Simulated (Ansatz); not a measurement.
# CdSe (Cadmoselite) (P6_3mc) in Ansatz: settings compared, part 2 of 2

Ansatz 0.2.0. Earlier steps stand in the parts before.

## (5) Single point, PBE

File input.yaml:

```yaml
crystal:
  lattice:
    - [4.3, 0.0, 0.0]
    - [-2.15, 3.7239092363, 0.0]
    - [0.0, 0.0, 7.02]
  atoms:
    - { symbol: Cd, position: [0.6666666667, 0.3333333333, 0.5] }
    - { symbol: Cd, position: [0.3333333333, 0.6666666667, 0.0] }
    - { symbol: Se, position: [0.6666666667, 0.3333333333, 0.885] }
    - { symbol: Se, position: [0.3333333333, 0.6666666667, 0.385] }
hamiltonian:
  xc: pbe
  pseudopotentials: { kind: paw }
kpoints:
  mp_grid: { grid: [7, 7, 4] }
scf:
  occupations: { method: gaussian, width: 0.05 }
output:
  forces: true
  stress: true
  eigenvalues: true
  write_density: true
  write_potential: true
  elf: true
  volumetric_format: npy
```

Potentials or basis: Ansatz PAW.

On the command line:

```sh
> ansatz run input.yaml --threads 2 --pin off --max-ram 5632MiB --backend cpu --events-out ev --progress --plain --runs-dir out
```

What it wrote:

```text
Warning: RAYON_NUM_THREADS=2 ignored (pool sized by the plan → 2); use --threads N
Engine: ansatz 0.2.0, x86_64-unknown-linux-gnu
Pseudopotentials: kind: paw
Pseudopotential: Cd, paw, valence charge 20, recommended cutoff 420 eV (normal), Cd.paw.azcp
Pseudopotential: Se, paw, valence charge 16, recommended cutoff 420 eV (normal), Se.paw.azcp
Functional definition: PBE
  parameter kappa = 0.804
  parameter beta = 0.06672455060314922
  exchange = pbe_x(kappa = kappa, mu = beta*pi^2/3)
  correlation = pbe_c(beta = beta)
Crystal: 4 atoms, lattice volume = 112.410 Å³
Basis set: ecut = 420 eV, 2189 PW (Γ), exchange–correlation on 60×60×96 points (8 copies of the dense FFT grid, shifted against one another)
Bands: 44, of which v1, the nominal top of the filled ones, is band 36 counted from 1 (35 counted from 0)
Symmetry: 12 space group operations
Space group: P63mc (ITA 186), of the structure as read, at distance tolerance 4.8e-5 Å
k-points: 24 of 196 (time reversal used)
Non-local potential: Cd, projectors of the file, l = 0: 3, l = 1: 2, l = 2: 2, l = 3: 1
Non-local potential: Se, projectors of the file, l = 0: 2, l = 1: 2, l = 2: 3, l = 3: 1
PAW form: soft (Blöchl's): semilocal exchange-correlation on the pseudo side does not see the compensation charge
PAW one-centre angular grid: Cd, 590 points (default); XC on 64 Gauss nodes
PAW one-centre angular grid: Se, 590 points (default); XC on 64 Gauss nodes
Initial density: superposition of atomic densities (neutral atoms: chi_scale 0, normalization atom), corrected by the library's trained network
Initial wavefunctions: pseudopotential atomic-orbital guess
Functional: x = pbe(κ = 0.804, μ = 0.2195149727645171), c = pbe(β = 0.06672455060314922)
SCF iter   1: F=—  HF=-27449.509512 eV  |F-HF|=—  |Δ(HF+E_count)|=         —  Δρ=8.74e-4  dr2=1.68e-3  ethr=1.77e-3  ⟨swp⟩=6.3  Hψ=3881  notcnv=0  defer=12
preconditioner: auto → Resta (q_TF=auto, 2.533 Å⁻¹)  ε∞=4.0  [insulator: Δε(μ)=0.690 eV  Ē_g=12.156 eV  σ=0.050 eV  W_gap=1.00  n_scr=34 (ndim 8)  ℏωp=21.0 eV  f_vac=0.201  D(μ)=0.00/eV (n_scr^D=0)  ε∞_Penn≈4.0]
SCF iter   2: F=—  HF=-27449.510668 eV  |F-HF|=—  |Δ(HF+E_count)|=   1.16e-3  Δρ=5.03e-4  dr2=5.12e-4  ethr=2.34e-6  ⟨swp⟩=2.0  Hψ=1692  notcnv=0  defer=23
SCF iter   3: F=—  HF=-27449.510716 eV  |F-HF|=—  |Δ(HF+E_count)|=   4.76e-5  Δρ=2.29e-4  dr2=4.26e-5  ethr=7.12e-7  ⟨swp⟩=2.0  Hψ=1418  notcnv=0  defer=23
SCF iter   4: F=—  HF=-27449.510761 eV  |F-HF|=—  |Δ(HF+E_count)|=   4.57e-5  Δρ=9.95e-5  dr2=1.16e-5  ethr=5.92e-8  ⟨swp⟩=2.5  Hψ=1791  notcnv=0  defer=23
SCF iter   5: F=—  HF=-27449.510776 eV  |F-HF|=—  |Δ(HF+E_count)|=   1.50e-5  Δρ=3.46e-5  dr2=2.13e-6  ethr=1.62e-8  ⟨swp⟩=2.0  Hψ=1368  notcnv=0  defer=23
SCF iter   6: F=—  HF=-27449.510778 eV  |F-HF|=—  |Δ(HF+E_count)|=   1.88e-6  Δρ=9.92e-6  dr2=1.06e-7  ethr=2.96e-9  ⟨swp⟩=2.0  Hψ=1418  notcnv=0  defer=23
SCF iter   7: F=-27449.510778 eV  HF=-27449.510778 eV  |F-HF|=1.03e-8  |Δ(HF+E_count)|=   2.50e-7  Δρ=5.17e-6  dr2=2.71e-8  ethr=1.39e-10  ⟨swp⟩=12.3  Hψ=7289  notcnv=0
SCF 1 converged in 7 iterations: F = -27449.510778 eV  dr2 = 2.71e-8
SCF converged after 7 iterations
Free energy (F): -27449.510778 eV
Harris-Foulkes:  -27449.510778 eV  (|F-HF|=1.03e-8)
Internal energy: -27449.510778 eV  (E = F + TS)
E sigma→0 (E₀):  -27449.510778 eV
Fermi energy:    7.829546 eV
--- Per-component energies (eV) ---
  E_band       = -1779.234918
  E_kinetic    = 1248.246258
  E_local      = -12776.457134  (includes V_loc(G=0)·N_el)
  E_nonlocal   = -1124.723734
  E_hartree    = 6078.069556
  E_xc         = -562.480714
  E_vxc        = -640.392409  (∫ρ·V_xc dr)
  E_paw        = -11989.161091  (= ΣΔE_a)
  E_vpaw       = -642.062677  (= ΣTr[D̂ρ^β])
  E_aug_tail   = -0.001150  (compensation charges beyond the density's cutoff)
  E_ewald      = -8323.002769
  E_smearing   = -0.000000  (= −TS)
  E_closure    = 0.000000  (closes the sum)
  Σ components = -27449.510778   (vs F -27449.510778, Δ=0.00e0)
--- Forces (eV/Å), atoms counted from 1 ---
  atom   1  Cd     0.00000000     0.00000000     0.28164620
  atom   2  Cd     0.00000000    -0.00000000     0.28164620
  atom   3  Se     0.00000000     0.00000000    -0.28163885
  atom   4  Se     0.00000000    -0.00000000    -0.28163885
  max |Σ_I F_I| component: 1.47e-5 eV/Å
--- Stress (GPa, compression-positive) ---
        3.687277       0.000000       0.000000
       -0.000000       3.687277       0.000000
        0.000000       0.000000       1.663128
  P = ⅓ Tr σ = 3.0126 GPa (30.126 kbar)
--- Band table (eV; the first three rows and the last of 24) ---
  k-point 0: bands = ["-94.1409", "-94.1409", "-55.2114", "-55.2111", "-55.2106", "-55.2106", "-55.2105", "-55.2105", "-39.1611", "-39.1611", "-39.1611", "-39.1611", "-39.1504", "-39.1504", "-39.1503", "-39.1503", "-39.1499", "-39.1498", "-5.1154", "-4.7483", "-0.4514", "-0.4514", "-0.3957", "-0.3957", "-0.3883", "-0.0926", "-0.0926", "-0.0283", "-0.0283", "0.2524", "3.2446", "6.7613", "6.7613", "7.4658", "7.4770", "7.4770", "8.1796", "9.5998", "13.3661", "13.3661", "13.6205", "14.4760", "14.4760", "15.1866"]
  k-point 1: bands = ["-94.1409", "-94.1409", "-55.2114", "-55.2112", "-55.2106", "-55.2106", "-55.2105", "-55.2105", "-39.1611", "-39.1611", "-39.1611", "-39.1611", "-39.1504", "-39.1504", "-39.1503", "-39.1503", "-39.1498", "-39.1498", "-5.0613", "-4.8012", "-0.4453", "-0.4453", "-0.4059", "-0.4059", "-0.3469", "-0.0814", "-0.0814", "-0.0359", "-0.0359", "0.0732", "3.7509", "6.3092", "6.8591", "6.8591", "7.3644", "7.3644", "9.2050", "9.7037", "13.1748", "13.4481", "13.4481", "14.2018", "14.2018", "14.4487"]
  k-point 2: bands = ["-94.1409", "-94.1409", "-55.2113", "-55.2113", "-55.2105", "-55.2105", "-55.2105", "-55.2105", "-39.1611", "-39.1611", "-39.1611", "-39.1611", "-39.1503", "-39.1503", "-39.1503", "-39.1503", "-39.1498", "-39.1498", "-4.9307", "-4.9307", "-0.4276", "-0.4276", "-0.4276", "-0.4276", "-0.1963", "-0.1963", "-0.0569", "-0.0569", "-0.0569", "-0.0569", "4.9144", "4.9144", "7.1044", "7.1044", "7.1044", "7.1044", "9.8165", "9.8165", "13.2979", "13.2979", "13.7409", "13.7409", "13.7409", "13.7409"]
  k-point 23: bands = ["-94.1409", "-94.1409", "-55.2113", "-55.2113", "-55.2107", "-55.2107", "-55.2107", "-55.2107", "-39.1611", "-39.1611", "-39.1611", "-39.1611", "-39.1504", "-39.1504", "-39.1503", "-39.1503", "-39.1498", "-39.1498", "-4.6511", "-4.6511", "-0.2811", "-0.2811", "-0.2622", "-0.2622", "-0.1130", "-0.1130", "-0.0676", "-0.0676", "0.3306", "0.3306", "3.3874", "3.3874", "5.1404", "5.1404", "6.3935", "6.3935", "11.2526", "11.2526", "13.2411", "13.2411", "13.7783", "13.7783", "15.5503", "15.5503"]
```

rho_z.tsv:

```text
# z_ang	rho[e/angstrom^3]
# format = ansatz-planar-average/11
# lattice	4.300000000	0.000000000	0.000000000
# lattice	-2.150000000	3.723909236	0.000000000
# lattice	0.000000000	0.000000000	7.020000000
# sites	4
# site	48	2.150000000	1.241303079	3.510000000
# site	48	0.000000000	2.482606158	0.000000000
# site	34	2.150000000	1.241303079	6.212700000
# site	34	0.000000000	2.482606158	2.702700000
0.000000	1.428620e0
0.146250	1.281988e0
0.292500	9.840749e-1
0.438750	6.492603e-1
0.585000	3.767235e-1
0.731250	2.053579e-1
[... 40 lines left out ...]
6.727500	1.230477e0
6.873750	1.383218e0
```

Wall time 11 s (2 threads of Intel Xeon at 2.50GHz (Skylake/Cascade Lake), shared host); peak memory 0.43 GiB.

What came out:

| Item | Value |
| --- | --- |
| Free energy | -27449.5108 eV |
| Pressure | 3.0 GPa |
| Largest force | 0.282 eV/Å |
| Band gap on the k mesh | 0.70 eV, direct |

Forces in eV/Å, atoms in the order of the input:
```
Cd   0.000  0.000  0.282
Cd   0.000  0.000  0.282
Se   0.000  0.000 -0.282
Se   0.000  0.000 -0.282
```

Stress tensor (GPa, compression positive):
```
3.69 0.00 0.00
0.00 3.69 0.00
0.00 0.00 1.66
```

Levels at points of the mesh, in eV from the valence-band top:
| k point | band 32 | band 33 | band 34 | band 35 | band 36 | band 37 | band 38 | band 39 | band 40 | band 41 |
| --- | --- | --- | --- | --- | --- | --- | --- | --- | --- | --- |
| (0.00, 0.00, 0.00) | -0.72 | -0.72 | -0.01 | 0.00 | 0.00 | 0.70 | 2.12 | 5.89 | 5.89 | 6.14 |
| (0.00, 0.00, -0.50) | -2.56 | -0.37 | -0.37 | -0.37 | -0.37 | 2.34 | 2.34 | 5.82 | 5.82 | 6.26 |

Caveat: odd divisions of the mesh miss points on the zone boundary, where band edges often lie, so the gap on the mesh can be too wide.

## (6) Relaxation of cell and atoms, BLYP

Changes to input.yaml since step 5:

```diff
@@ -11,3 +11,3 @@
 hamiltonian:
-  xc: pbe
+  xc: blyp
   pseudopotentials: { kind: paw }
@@ -16,3 +16,3 @@
 scf:
-  occupations: { method: gaussian, width: 0.05 }
+  occupations: { method: fermi_dirac, width: 0.05 }
 output:
@@ -20,6 +20,5 @@
   stress: true
-  eigenvalues: true
-  write_density: true
-  write_potential: true
-  elf: true
-  volumetric_format: npy
+relax:
+  f_tol: 0.01
+  max_steps: 40
+  cell: { stress_tol: 0.05 }
```

Potentials or basis: Ansatz PAW.

On the command line:

```sh
> ansatz run input.yaml --threads 2 --pin off --max-ram 5632MiB --backend cpu --events-out ev --progress --plain --runs-dir out
```

What it wrote:

```text
Warning: RAYON_NUM_THREADS=2 ignored (pool sized by the plan → 2); use --threads N
[... 4 set-up lines as earlier in the session ...]
Functional definition: BLYP
  parameter beta = 0.0042
  parameter a = 0.04918
  parameter b = 0.132
  parameter c = 0.2533
  parameter d = 0.349
  exchange = b88_x(beta = beta)
  correlation = lyp_c(a = a, b = b, c = c, d = d)
Crystal: 4 atoms, lattice volume = 112.410 Å³
Basis set: ecut = 420 eV, 2189 PW (Γ), exchange–correlation on 60×60×96 points (8 copies of the dense FFT grid, shifted against one another)
Bands: 44, of which v1, the nominal top of the filled ones, is band 36 counted from 1 (35 counted from 0)
[... 2 set-up lines as earlier in the session ...]
k-points: 24 of 196 (time reversal used)
[... 8 set-up lines as earlier in the session ...]
[... 64 lines left out ...]
SCF converged after 8 iterations
Free energy (F): -27503.268466 eV
Harris-Foulkes:  -27503.268466 eV  (|F-HF|=0.00e0)
Internal energy: -27503.268080 eV  (E = F + TS)
E sigma→0 (E₀):  -27503.268273 eV
Entropy (-TS):   -0.000386 eV (-0.097 meV/atom)
Fermi energy:    6.472227 eV
--- Per-component energies (eV) ---
  E_band       = -1851.588928
  E_kinetic    = 1246.514199
  E_local      = -13303.105849  (includes V_loc(G=0)·N_el)
  E_nonlocal   = -1136.101385
  E_hartree    = 6302.112546
  E_xc         = -554.651646
  E_vxc        = -627.330314  (∫ρ·V_xc dr)
  E_paw        = -12050.428259  (= ΣΔE_a)
  E_vpaw       = -635.789516  (= ΣTr[D̂ρ^β])
  E_aug_tail   = -0.001179  (compensation charges beyond the density's cutoff)
  E_ewald      = -8008.290215
  E_core_change = 0.683708  (= ΣΔE_core)
  E_smearing   = -0.000386  (= −TS)
  E_closure    = 0.000000  (closes the sum)
  Σ components = -27503.268466   (vs F -27503.268466, Δ=0.00e0)
--- Forces (eV/Å), atoms counted from 1 ---
  atom   1  Cd     0.00000000    -0.00000000     0.00057566
  atom   2  Cd     0.00000000     0.00000000     0.00057566
  atom   3  Se     0.00000000    -0.00000000    -0.00057128
  atom   4  Se    -0.00000000     0.00000000    -0.00057128
  max |Σ_I F_I| component: 8.76e-6 eV/Å
--- Stress (GPa, compression-positive) ---
       -0.026685       0.000000       0.000000
       -0.000000      -0.026685      -0.000000
        0.000000      -0.000000      -0.018856
  P = ⅓ Tr σ = -0.0241 GPa (-0.241 kbar)
--- Relaxed structure (4 steps of the walk, 4 accepted, 1 SCFs on fresh bases) ---
  F+E_penalty+E_count = -27503.26846633 eV   max|allowed force component| = 5.735e-4 eV/Å   (the final SCF, on the basis selected at the relaxed cell)
  cell:  # Å, volume = 126.3300 Å³
    - [4.46789006355786, 9.151791504393905e-34, 0.0]
    - [-2.23394503177893, 3.869306296357177, 1.9814209832359314e-34]
    - [7.470415855885239e-34, 1.8676039639713097e-34, 7.3075340197708805]
  atoms:
    - { symbol: Cd, position: [0.6666666666666666, 0.3333333333333333, 0.5048356857497946] }
    - { symbol: Cd, position: [0.3333333333333333, 0.6666666666666666, 0.004835685749794659] }
    - { symbol: Se, position: [0.6666666666666666, 0.3333333333333333, 0.8801643142502054] }
    - { symbol: Se, position: [0.3333333333333333, 0.6666666666666666, 0.3801643142502054] }
```

It took 43 s on 2 threads of Intel Xeon at 2.50GHz (Skylake/Cascade Lake), shared host; peak memory 0.45 GiB.

Results:

- Free energy: -27503.2685 eV
- Relaxed volume: 31.58 Å³/atom
- Relaxed cell: a = 4.468 Å, b = 4.468 Å, c = 7.308 Å, α = 90.00°, β = 90.00°, γ = 120.00°
- Space group after relaxing (to 0.05 Å): P6_3mc (No. 186)
- Energy gained by relaxing: 61.7 meV/atom
- Ionic steps: 5
- Pressure after relaxing: 0.0 GPa

Step by step:
| step | energy change (eV) | largest force (eV/Å) | volume (Å³) |
| --- | --- | --- | --- |
| 1 | 0.0000 | 0.3045 | 112.41 |
| 2 | -0.2356 | 0.0671 | 129.11 |
| 3 | -0.2439 | 0.0334 | 126.93 |
| 4 | -0.2447 | 0.0006 | 126.33 |
| 5 | -0.2466 | 0.0006 | 126.33 |

Final structure:
```
Cd Se
1.0
     4.46789    0.00000    0.00000
    -2.23395    3.86931    0.00000
     0.00000    0.00000    7.30753
Cd Se
2 2
Direct
  0.66667 0.33333 0.50484
  0.33333 0.66667 0.00484
  0.66667 0.33333 0.88016
  0.33333 0.66667 0.38016
```

Caveat: the plane-wave basis is chosen anew once the cell has moved, so the energies of steps on either side of that aren't comparable; the volume moved by +12 % from the deposited cell, more than functionals usually miss; the PAW data sets come from PBE, with cores solved anew for the run's functional, which leaves a small shift of forces and pressure.

## (7) Overview

```tsv
task	level	cell	smearing	gap on the mesh (eV)	pressure (GPa)	relaxed volume (Å³/atom)	largest force (eV/Å)
single point	PBEsol	as given	gaussian 0.05 eV	0.58	0.2	-	0.26
electrostatic potential	PBE+D3(BJ)	as given	fermi-dirac 0.05 eV	0.70	0.9	-	0.28
relaxation of cell and atoms	PBEsol+D4	relaxed	tetrahedron	0.58	0.0	27.58	-
single point	PBE	as given	gaussian 0.05 eV	0.70	3.0	-	0.28
relaxation of cell and atoms	BLYP	relaxed	fermi-dirac 0.05 eV	-	0.0	31.58	-
```

Alike in all rows: potentials or basis Ansatz PAW; no spin polarisation; k mesh 7 × 7 × 4; cutoff (eV) 420.

On the cell as given the gap runs from 0.58 eV (PBEsol) to 0.70 eV (PBE+D3(BJ)). The pressure there spans 0.2 GPa (PBEsol) to 3.0 GPa (PBE); a positive pressure means that this level wants a larger cell, a negative one a smaller.

Caveats: odd divisions of the mesh miss points on the zone boundary, where band edges often lie, so the gap on the mesh can be too wide (some runs); the PAW data sets come from PBE, with cores solved anew for the run's functional, which leaves a small shift of forces and pressure (some runs); the plane-wave basis is chosen anew once the cell has moved, so the energies of steps on either side of that aren't comparable (some runs); with tetrahedron occupations forces and stress needn't match the slope of the energy (some runs); the volume moved by +12 % from the deposited cell, more than functionals usually miss (some runs).

Absolute energies hang on the potentials; compare differences alone.

## (8) How close it comes

Step 2. Against the measured gap of CdSe, 1.841 eV (2 K; a printed reference work, data compilation), the calculated 0.58 eV is off by -1.26 eV. So large a miss can be the level of theory's own, or it may mean another phase, state or a wrong row. Spin-orbit coupling on Cd, Se is left out. The value is that of PBEsol, without temperature or zero-point motion. Semilocal functionals fall short of measured gaps as a rule.

Step 3. Measured gap of CdSe: 1.841 eV (2 K; a printed reference work, data compilation). This calculation gives 0.70 eV (-1.14 eV). So large a miss can be the level of theory's own, or it may mean another phase, state or a wrong row. Spin-orbit coupling on Cd, Se is left out. The value is that of PBE+D3(BJ), without temperature or zero-point motion. Semilocal functionals fall short of measured gaps as a rule.

Step 5. Against the measured gap of CdSe, 1.841 eV (2 K; a printed reference work, data compilation), the calculated 0.70 eV is off by -1.14 eV. So large a miss can be the level of theory's own, or it may mean another phase, state or a wrong row. Spin-orbit coupling on Cd, Se is left out. The value is that of PBE, without temperature or zero-point motion. Semilocal functionals fall short of measured gaps as a rule.
